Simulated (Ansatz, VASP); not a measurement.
**One calculation of AlAu, two programs**

```
Al Au
1.0
     3.22394    0.00000    0.00000
     0.00000    3.22394    0.00000
     0.00000    0.00000    3.22394
Al Au
1 1
Direct
  0.00000 0.00000 0.00000
  0.50000 0.50000 0.50000
```

The cell comes from a database or a generator and needn't be the stable form of this composition.

Alike in both runs: task single point; functional r2SCAN; k mesh 9 × 9 × 9; occupations gaussian, width 0.05 eV; no spin polarisation.

|  | VASP | Ansatz |
| --- | --- | --- |
| version | VASP 6.6.1 | Ansatz 0.2.0 |
| potentials or method | VASP PAW PBE potentials, release 64 (Al, Au) | plane waves, PAW |
| plane-wave cutoff (eV) | 520 | 600 |
| valence electrons in the cell | 14 | 22 |

Ansatz gave:

* pressure (GPa): -4.9

Q: Which values does VASP return?

A: Pressure (GPa): -5.2.

The functional is the same, so the differences come from potentials, cutoffs and numerics. The two sets of potentials don't hold the same shells in valence.

Caveats: the PAW data sets were made with another functional, which shifts forces and pressure a little (VASP). The runs have no spin-orbit coupling, so splittings on Au are missing.
